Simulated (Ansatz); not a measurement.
# Zr2COS MXene monolayer in a perpendicular field, part 3 of 3

Aim: how the Zr2COS MXene monolayer screens a field along its normal, and what the field does to its bands. A positive field points along +c.

Ansatz 0.2.0; plane-wave DFT, PBE-D3(BJ), Ansatz PAW (set soft_1); PAW set soft_1 (the session's first sound run).

So far. Step 7 (Single point, field -0.3 V/Å): The dipole is -0.0302 e·Å, -0.108 e·Å from its value without field. Step 8 (Response, atoms held): The induced dipole is that of a conductor 6.65 Å thick.

### 9. With spin-orbit coupling, k-mesh 12×12×1

This step: plane-wave DFT, PBE, fully relativistic PAW with spin-orbit coupling; PAW set soft_1 (Ansatz 0.2.0).

Heavy atoms split their bands by spin-orbit coupling, so this run uses fully relativistic files and two-component states.

input.yaml reads:

```yaml
crystal:
  lattice:
    - [3.3616405586, 0.0, 0.0]
    - [-1.6808202793, 2.9112661222, 0.0]
    - [0.0, 0.0, 23.2239885157]
  atoms:
    - { symbol: S, position: [0.3333333333, 0.6666666667, 0.3875303329] }
    - { symbol: Zr, position: [0.6666666667, 0.3333333333, 0.4565851176] }
    - { symbol: C, position: [0.0, 0.0, 0.5138796611] }
    - { symbol: Zr, position: [0.3333333333, 0.6666666667, 0.5741454658] }
    - { symbol: O, position: [0.6666666667, 0.3333333333, 0.6124696671] }
kpoints:
  mp_grid: { grid: [12, 12, 1] }
  band_path:
    path: [[0, 0, 0], [0.5, 0, 0], [0.33333333, 0.33333333, 0], [0, 0, 0]]
    npoints: 16
hamiltonian:
  xc: pbe
  pseudopotentials: { kind: paw_fr, azcp: { folder: soft_1 } }
magnetization:
  noncollinear: true
  spin_orbit: true
scf:
  occupations: { method: fermi_dirac, width: 0.05 }
  convergence: { dr2_threshold: 1.0e-09 }
efield:
  axis: 3
  dipole_correction: true
  ramp_position: 0.97
  ramp_width: 0.06
  amplitude: 0
output:
  write_potential: true
  write_density: true
  volumetric_format: npy
```

Command:

```bash
$ ansatz run input.yaml --threads 4 --pin off --max-ram 6144MiB --backend cpu --events-out ev --progress --plain --runs-dir out
```

Numbers of over 12 decimals in the logs are rounded to 6 here.

What it wrote:

```text
[...]
non-collinear run that drives no moment, with spin-orbit: no starting moment large enough to seed its density (crystal.atoms[].spin), no starting occupations that ask for one, no magnetisation constraint and no magnetic field, so the semilocal B_xc is pinned to zero
Crystal: 5 atoms, lattice volume = 227.285 Å³
Basis set: ecut = 420 eV, 4517 PW (Γ)
Bands: 50, of which v1, the nominal top of the filled ones, is band 40 counted from 1 (39 counted from 0)
Symmetry: 6 space group operations + 6 with time reversal
[...]
k-points: 19 of 144 (time reversal used)
Projection manifold: j_resolved (fully-relativistic pseudo-atomic orbitals)
[...]
SCF iter   1: F=—  HF=-10100.703122 eV  |F-HF|=—  |Δ(HF+E_count)|=         —  Δρ=7.69e-2  dr2=2.00e1  dr2_m=0.00e0 (ungated)  ethr=3.10e-3  |M|=0.00e0 ∫|m|=0.00e0 μB  |m|>n=0.0e0 m-floor=0.0e0 τ_xc=0.0e0  β_m=0.30  p=-0.000 e·Å  D=-1.51e-7 V/Å  ΔV_dip=0.00 eV  dr2_dipole=4.27e-2  V_vac-E_F(+/−)=8.54/8.54 eV  ⟨swp⟩=9.2  Hψ=5712  notcnv=0  defer=7
[...]
SCF iter   2: F=—  HF=-10096.387895 eV  |F-HF|=—  |Δ(HF+E_count)|=    4.32e0  Δρ=2.62e-2  dr2=4.86e0  dr2_m=0.00e0 (ungated)  ethr=3.10e-3  |M|=0.00e0 ∫|m|=0.00e0 μB  |m|>n=0.0e0 m-floor=0.0e0 τ_xc=0.0e0  β_m=0.63  p=-0.098 e·Å  D=-7.82e-2 V/Å  ΔV_dip=1.82 eV  dr2_dipole=1.18e0  V_vac-E_F(+/−)=6.80/4.99 eV  ⟨swp⟩=4.5  Hψ=2537  notcnv=0  defer=74
[...]
spin=Noncollinear: LDOS preconditioning applied to the charge; magnetization (m_x, m_y, m_z) channels mix plain (no charge-response kernel on spin).
SCF iter   3: F=—  HF=-10096.557807 eV  |F-HF|=—  |Δ(HF+E_count)|=   1.70e-1  Δρ=2.35e-2  dr2=1.15e1  dr2_m=0.00e0 (ungated)  ethr=3.10e-3  |M|=0.00e0 ∫|m|=0.00e0 μB  |m|>n=0.0e0 m-floor=0.0e0 τ_xc=0.0e0  β_m=0.45  p=0.221 e·Å  D=1.76e-1 V/Å  ΔV_dip=-4.08 eV  dr2_dipole=3.29e0  V_vac-E_F(+/−)=3.73/7.81 eV  ⟨swp⟩=5.3  Hψ=2165  notcnv=0  defer=60  recentre
[...]
SCF iter  12: F=-10095.787727 eV  HF=-10095.787727 eV  |F-HF|=6.15e-10  |Δ(HF+E_count)|=   2.96e-9  Δρ=6.58e-7  dr2=7.77e-10  dr2_m=0.00e0 (ungated)  ethr=2.50e-12  |M|=0.00e0 ∫|m|=0.00e0 μB  |m|>n=0.0e0 m-floor=0.0e0 τ_xc=0.0e0  p=0.078 e·Å  D=6.20e-2 V/Å  ΔV_dip=-1.44 eV  dr2_dipole=3.00e-11  V_vac-E_F(+/−)=4.70/6.14 eV  ⟨swp⟩=14.5  Hψ=4673  notcnv=0
SCF 1 converged in 12 iterations: F = -10095.787727 eV  dr2 = 7.77e-10
[...]
SCF converged after 12 iterations
Magnetization: |M| = 0.0000 μB,  M = (+0.0000, +0.0000, +0.0000) μB
Absolute magnetization: 0.0000 μB (∫|m|)
  site 0: m = (+0.0000, +0.0000, +0.0000) μB, |m| = 0.0000 μB  (R = 1.04 Å)
  site 1: m = (+0.0000, +0.0000, +0.0000) μB, |m| = 0.0000 μB  (R = 0.97 Å)
  site 2: m = (+0.0000, +0.0000, +0.0000) μB, |m| = 0.0000 μB  (R = 0.97 Å)
  site 3: m = (+0.0000, +0.0000, +0.0000) μB, |m| = 0.0000 μB  (R = 0.88 Å)
  site 4: m = (+0.0000, +0.0000, +0.0000) μB, |m| = 0.0000 μB  (R = 0.88 Å)
Free energy (F): -10095.787727 eV
[...]
Internal energy: -10095.782358 eV  (E = F + TS)
E sigma→0 (E₀):  -10095.785042 eV
Entropy (-TS):   -0.005368 eV (-1.074 meV/atom)
Fermi energy:    0.236738 eV
Dipole field:    D = 0.062019 V/Å  (p = 0.077899 e·Å, saw-weighted, corrected)
Work function:   Φ+ = 4.7025 eV   Φ− = 6.1428 eV
[...]
--- Band table (eV; the first three rows and the last of 19) ---
  k-point 0: bands = [... 36 lower, 0.4256, 0.4256, 0.4848, 0.4848, 1.5437, 1.5437, 1.5506, 1.5506, ... 6 higher]
  k-point 1: bands = [... 36 lower, -0.1740, -0.1297, 0.1227, 0.1337, 1.4344, 1.4590, 1.8987, 1.8991, ... 6 higher]
  k-point 2: bands = [... 36 lower, -0.5216, -0.4752, -0.3202, -0.3058, 1.0821, 1.0947, 2.3489, 2.3542, ... 6 higher]
  k-point 18: bands = [... 36 lower, -1.9708, -1.9462, -1.8682, -1.8328, 2.1352, 2.1649, 2.6382, 2.6390, ... 6 higher]
```

It took 45 s on 4 threads of Arm Neoverse V1, shared host; peak memory 1.4 GiB; 2.9 min of CPU time.

Numbers from this step:

```
energy at zero smearing        : -10095.7850 eV
work function, upper face      : 4.703 eV
work function, lower face      : 6.143 eV
dipole along the normal        : 0.07790 e·Å
step between the vacuum levels : -1.440 eV
```

Electronic bands along the path, in eV, zero at the Fermi level:

```tsv
point	band 37	band 38	band 39	band 40	band 41	band 42	band 43	band 44
Γ	0.19	0.19	0.25	0.25	1.31	1.31	1.31	1.31
halfway	-1.08	-1.05	-0.79	-0.78	0.49	0.51	2.50	2.51
M	-1.30	-1.30	-0.75	-0.75	0.02	0.02	2.51	2.51
halfway	-2.11	-2.09	-1.51	-1.47	1.09	1.10	2.72	2.73
K	-2.21	-2.18	-2.10	-2.07	1.90	1.93	2.40	2.40
halfway	-1.75	-1.74	-1.09	-1.04	1.27	1.29	1.70	1.71
Γ	0.19	0.19	0.25	0.25	1.31	1.31	1.31	1.31
```

The work function of the upper face is 4.70 eV.

### 10. With spin-orbit coupling, k-mesh 12×12×1, field 0.2 V/Å

The same in a field along the normal.

Changes to input.yaml since step 9:

```diff
@@ -13,5 +13,3 @@
   mp_grid: { grid: [12, 12, 1] }
-  band_path:
-    path: [[0, 0, 0], [0.5, 0, 0], [0.33333333, 0.33333333, 0], [0, 0, 0]]
-    npoints: 16
+  band_path: { path: [[0, 0, 0], [0.12, 0, 0]], npoints: 24 }
 hamiltonian:
@@ -28,5 +26,5 @@
   dipole_correction: true
-  ramp_position: 0.97
-  ramp_width: 0.06
-  amplitude: 0
+  ramp_position: 0.938
+  ramp_width: 0.1158
+  amplitude: 0.2
 output:
```

What it wrote:

```text
[...]
Crystal: 5 atoms, lattice volume = 227.285 Å³
Basis set: ecut = 420 eV, 4517 PW (Γ)
Bands: 50, of which v1, the nominal top of the filled ones, is band 40 counted from 1 (39 counted from 0)
Symmetry: 6 space group operations + 6 with time reversal
[...]
k-points: 19 of 144 (time reversal used)
[...]
k-point 0: bands = [... 36 lower, 0.3948, 0.3948, 0.4541, 0.4541, 1.5267, 1.5267, 1.5338, 1.5338, ... 6 higher]
  k-point 1: bands = [... 36 lower, -0.2077, -0.1645, 0.0923, 0.1030, 1.4143, 1.4390, 1.8813, 1.8819, ... 6 higher]
  k-point 2: bands = [... 36 lower, -0.5593, -0.5135, -0.3526, -0.3387, 1.0605, 1.0732, 2.3324, 2.3378, ... 6 higher]
  k-point 18: bands = [... 36 lower, -2.0249, -2.0007, -1.8957, -1.8610, 2.1236, 2.1529, 2.6418, 2.6433, ... 6 higher]
[key lines of the parts left out:]
SCF converged after 13 iterations
Magnetization: |M| = 0.0000 μB,  M = (+0.0000, +0.0000, +0.0000) μB
Free energy (F): -10095.810502 eV
Fermi energy:    0.214687 eV
Dipole field:    D = 0.119292 V/Å  (p = 0.149837 e·Å, saw-weighted, corrected)
```

Wall time 36 s (4 threads); peak memory 1.4 GiB; 2.4 min of CPU time.

This step gave:

| Item | Value |
| --- | --- |
| energy at zero smearing | -10095.8079 eV |
| dipole along the normal | 0.1498 e·Å |

The dipole is 0.150 e·Å.

### 11. Spin splitting near the zone centre

This step: plane-wave DFT, PBE, fully relativistic PAW with spin-orbit coupling; spin splitting near the zone centre; PAW set soft_1 (Ansatz 0.2.0).

Levels that meet at the zone centre are followed outwards; a split that grows in proportion to k gives the Rashba parameter as ΔE/2k.

This step gave:

* largest split over 2k that stays linear in k: 0.3166 eV Å

Groups of levels that meet at the zone centre and whose split, tested at two k, grows in proportion to k or stays under 1 meV; groups that fail this test are left out. Spin splitting, by row:

```tsv
level at the first point (eV from the Fermi level)	states	split at k = 0.032 1/A (eV)	split over 2k (eV Å)
1.319	2	5.00e-4	0
1.54	2	0.0205	0.3166
```

### 12. Varying the input: scf.n_extra_bands = 1

This step: plane-wave DFT, PBE-D3(BJ), Ansatz PAW (set soft_1) (Ansatz 0.2.0).

A run with a changed input: it repeats the earlier run at 0.1 V/Å with scf.n_extra_bands to 1.

input.yaml, the sections that differ from step 10:

```yaml
kpoints:
  mp_grid: { grid: [18, 18, 1] }
  band_path:
    path: [[0, 0, 0], [0.5, 0, 0], [0.33333333, 0.33333333, 0], [0, 0, 0]]
    npoints: 16
hamiltonian:
  xc: pbe
  dispersion: d3bj
  pseudopotentials: { kind: paw, azcp: { folder: soft_1 } }
scf:
  occupations: { method: fermi_dirac, width: 0.05 }
  convergence: { dr2_threshold: 1.0e-10 }
  n_extra_bands: 1
efield:
  axis: 3
  dipole_correction: true
  ramp_position: 0.938
  ramp_width: 0.1158
  amplitude: 0.1
# crystal, output: as in step 10
# magnetization: removed
```

What it wrote:

```text
[...]
Crystal: 5 atoms, lattice volume = 227.285 Å³
Basis set: ecut = 420 eV, 4517 PW (Γ)
Bands: 21, of which v1, the nominal top of the filled ones, is band 20 counted from 1 (19 counted from 0)
Symmetry: 6 space group operations
[...]
k-points: 37 of 324 (time reversal used)
[...]
SCF iter   1: F=—  HF=-10100.290977 eV  |F-HF|=—  |Δ(HF+E_count)|=         —  Δρ=7.69e-2  dr2=2.00e1  ethr=3.10e-3  p=0.040 e·Å  D=3.17e-2 V/Å  ΔV_dip=-0.74 eV  dr2_dipole=5.02e-2  V_vac-E_F(+/−)=9.14/7.88 eV  ⟨swp⟩=9.1  Hψ=4726  notcnv=0
[...]
SCF iter  14: F=-10095.383952 eV  HF=-10095.383952 eV  |F-HF|=9.09e-12  |Δ(HF+E_count)|=  1.82e-12  Δρ=1.61e-7  dr2=3.57e-11  ethr=1.00e-12  p=0.114 e·Å  D=9.06e-2 V/Å  ΔV_dip=-2.10 eV  dr2_dipole=3.95e-13  V_vac-E_F(+/−)=5.32/5.43 eV  ⟨swp⟩=3.3  Hψ=3338  notcnv=0
SCF 1 converged in 14 iterations: F = -10095.383952 eV  dr2 = 3.57e-11
[...]
SCF converged after 14 iterations
Free energy (F): -10095.383952 eV
[...]
Internal energy: -10095.378821 eV  (E = F + TS)
E sigma→0 (E₀):  -10095.381387 eV
Entropy (-TS):   -0.005130 eV (-1.026 meV/atom)
Fermi energy:    0.250474 eV
Dipole field:    D = 0.090570 V/Å  (p = 0.113760 e·Å, saw-weighted, corrected)
Work function:   not extracted (applied field tilts the vacuum); planar V_es + V_field profile in the machine report
[...]
--- Band table (eV; the first three rows and the last of 37) ---
  k-point 0: bands = [... 16 lower, -1.8887, -0.8745, 0.4354, 0.4354, 1.5384]
  k-point 1: bands = [... 16 lower, -1.8787, -0.7796, 0.1097, 0.2624, 1.5096]
  k-point 2: bands = [... 16 lower, -1.8577, -0.8266, -0.3842, -0.0551, 1.3266]
  k-point 36: bands = [... 16 lower, -2.8518, -2.2803, -1.9894, -1.8713, 2.1402]
```

Elapsed: 10 s, on 4 threads; peak memory 0.54 GiB; 39 s of CPU time.

This step gave:

- energy at zero smearing: -10095.3814 eV
- dipole along the normal: 0.1138 e·Å

Electronic bands along the path, in eV, zero at the Fermi level:

```tsv
point	band 17	band 18	band 19	band 20	band 21
Γ	-2.14	-1.12	0.18	0.18	1.29
halfway	-2.40	-2.15	-1.09	-0.83	0.47
M	-2.96	-2.39	-1.34	-0.79	-0.01
halfway	-2.75	-2.46	-2.13	-1.53	1.07
K	-3.10	-2.53	-2.24	-2.12	1.89
halfway	-2.48	-2.04	-1.78	-1.10	1.25
Γ	-2.14	-1.12	0.18	0.18	1.29
```

```tsv
quantity	this run	earlier run	difference
dipole along the normal (e·Å)	0.1138	0.1138	-1.7e-6
```

The dipole moves by under 0.5 % or 5e-5 e·Å.

Of the bands kept, 3 cross the Fermi level on this path.

### 13. Varying the input

Another changed input: it repeats the earlier run at 0.1 V/Å with efield.dipole_correction from true to false.

Changes to input.yaml since step 12:

```diff
@@ -23,6 +23,5 @@
   convergence: { dr2_threshold: 1.0e-10 }
-  n_extra_bands: 1
 efield:
   axis: 3
-  dipole_correction: true
+  dipole_correction: false
   ramp_position: 0.938
```

What it wrote:

```text
[...]
Crystal: 5 atoms, lattice volume = 227.285 Å³
Basis set: ecut = 420 eV, 4517 PW (Γ)
Bands: 25, of which v1, the nominal top of the filled ones, is band 20 counted from 1 (19 counted from 0)
Symmetry: 6 space group operations
[...]
k-points: 37 of 324 (time reversal used)
[...]
SCF iter   1: F=—  HF=-10100.265577 eV  |F-HF|=—  |Δ(HF+E_count)|=         —  Δρ=7.66e-2  dr2=1.95e1  ethr=3.10e-3  p=0.000 e·Å  V_vac-E_F(+/−)=9.62/7.62 eV  ⟨swp⟩=9.2  Hψ=5692  notcnv=0
[...]
SCF iter  13: F=-10095.391171 eV  HF=-10095.391171 eV  |F-HF|=1.09e-11  |Δ(HF+E_count)|=  5.64e-11  Δρ=9.40e-8  dr2=1.09e-11  ethr=1.00e-12  p=0.159 e·Å  V_vac-E_F(+/−)=6.14/4.57 eV  ⟨swp⟩=6.8  Hψ=3553  notcnv=0
SCF 1 converged in 13 iterations: F = -10095.391171 eV  dr2 = 1.09e-11
[...]
SCF converged after 13 iterations
Free energy (F): -10095.391171 eV
[...]
Internal energy: -10095.386097 eV  (E = F + TS)
E sigma→0 (E₀):  -10095.388634 eV
Entropy (-TS):   -0.005074 eV (-1.015 meV/atom)
Fermi energy:    0.238891 eV
Dipole field:    D = 0.126921 V/Å  (p = 0.159420 e·Å, saw-weighted)
Work function:   not extracted (applied field tilts the vacuum); planar V_es + V_field profile in the machine report
[...]
--- Band table (eV; the first three rows and the last of 37) ---
  k-point 0: bands = [... 16 lower, -1.9038, -0.8938, 0.4192, 0.4192, 1.5310, 1.5310, 1.7402, 3.0330, ... 1 higher]
  k-point 1: bands = [... 16 lower, -1.8937, -0.7981, 0.0931, 0.2465, 1.5005, 1.7147, 1.9219, 3.0082, ... 1 higher]
  k-point 2: bands = [... 16 lower, -1.8723, -0.8399, -0.4059, -0.0714, 1.3169, 2.0459, 2.2800, 3.0005, ... 1 higher]
  k-point 36: bands = [... 16 lower, -2.8585, -2.2898, -2.0207, -1.8853, 2.1359, 2.6423, 3.2960, 3.7233, ... 1 higher]
```

It took 11 s on 4 threads; peak memory 0.6 GiB; 43 s of CPU time.

```tsv
quantity	this run	earlier run	difference
dipole along the normal (e·Å)	0.1594	0.1138	0.046
```

With the dipole correction off, the periodic images add a field of their own to the typed one.

It moves by +0.0457 e·Å.

These numbers are not those of the isolated slab.

### 14. What came out

```yaml
gap_without_field: none
work_function_upper_face: 4.68 eV
step_between_the_vacuum_levels: -1.44 eV
equivalent_conductor_thickness_atoms_held: 6.65 Å
largest_split_over_2k_that_stays_linear_in_k_at_0p2_v_a: 0.317 eV Å
```

**Reading.** The induced dipole equals that of a perfect conductor 6.65 Å thick, while the outer atoms lie 5.22 Å apart. The two faces differ: the vacuum level above lies 1.44 eV lower than the one below. There is no gap over 0.03 eV, with or without the field. The main runs have no spin polarisation; a magnetic state could lie lower and would change these results. The field series itself is without spin-orbit coupling. The MXene's terminations sit over the metal atoms of its far layer; the site over carbon or nitrogen, which some compounds prefer, was not run.

[Logs are printed without paths, hosts, clocks, repeated set-up lines and the standing remarks that a program may print on its own settings, such as how far it seeks lower states.]

[Hosts, paths, dates, database ids (printed as entryN), source tags and the programs' standing remarks are cut or masked in the printed files.]

[Maps of the electrostatic potential energy from Ansatz leave out the sawtooth potential of an applied field or a dipole correction, so their vacuum need not be flat; planar profiles and work functions include it.]
